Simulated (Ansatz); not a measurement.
How far is PAW off for HgTe?

```
CELL_PARAMETERS angstrom
0.00000 2.86307 2.92150
2.86307 0.00000 2.92150
2.86307 2.86307 0.00000
ATOMIC_POSITIONS crystal
Hg 0.00000 0.00000 0.00000
Te 0.50000 0.50000 0.50000
```

Atom numbers follow the list: Hg1, Te2.

The conventional cell has a = 4.049 Å, b = 4.049 Å, c = 5.843 Å, α = 90.00°, β = 90.00°, γ = 90.00°. Around Hg (atom 1) lie 6 Te at 2.86 to 2.92 Å. Around Te (atom 2) lie 6 Hg at 2.86 to 2.92 Å.

The cell is COD entry 1538296, as deposited and not checked against the literature; nothing was relaxed. The listed cell was then made from it by scaling, straining or moving an atom.

Spin–orbit coupling is left out, though it moves levels of the heavy atoms by tenths of an eV or more.

All numbers are computed: DFT, LDA, PAW with Ansatz's default frozen-core files, scalar-relativistic (Ansatz 0.2.0); DFT, LDA, all-electron LAPW, scalar-relativistic (Ansatz 0.2.0).

For PAW: a Γ-centred 10×10×10 k mesh, Fermi–Dirac smearing of 0.08 eV, cutoff 420 eV, no spin polarisation; the PAW files were made with PBE, and the program remakes their frozen cores for this functional. LAPW targets a basis error of 1 meV/atom. The Ansatz runs share mesh, smearing and spin set-up. Plane-wave (PAW) pressures include the program's estimate of the Pulay term.

Stress and pressure are positive in compression.

The change that made this cell: equal xx and yy strain of -2 %.

PAW results:

```csv
quantity,PAW
pressure (GPa),7.77
stress xx (GPa),8.81
stress zz (GPa),5.71
```

Task: What does LAPW (all electrons) give for the same quantities?

Result: 
```
       quantity  LAPW
 pressure (GPa)  7.79
stress xx (GPa)  8.83
stress zz (GPa)  5.73
```
